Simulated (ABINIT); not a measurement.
Bi, 2 atoms in the cell. Symmetry: R-3m, No. 166, trigonal system. The conventional cell has a = 4.535 Å, b = 4.535 Å, c = 11.814 Å, α = 90.00°, β = 90.00°, γ = 120.00°. Bi (site symmetry 3m) has 6 Bi at 3.06 to 3.52 Å as nearest neighbours. 

```yaml
Program: ABINIT 10.8.3 (patched build)
Task: single point
Functional: r2SCAN
Potentials_or_basis: PseudoDojo NC SR PBE v0.4.1 standard
Cutoff: 1088 eV
k_mesh: 7 × 7 × 7
Occupations: fermi-dirac, width 0.05 eV
Spin: no spin polarisation
```

Potentials or basis: PseudoDojo NC SR PBE v0.4.1 standard.

Command:

```bash
$ mpirun --bind-to none -np 4 abinit run.abi > log 2>&1
```

Hardware: 4 MPI ranks on Arm Neoverse V2 (shared host).

Question: Estimate the wall time of this run.

Answer: Wall time 6.4 min on 4 MPI ranks on Arm Neoverse V2, on a shared host, peak memory 1.2 GiB a rank. Counts: scf iterations 11, mpi ranks 4, k points 44, bands 19, plane waves 5736.
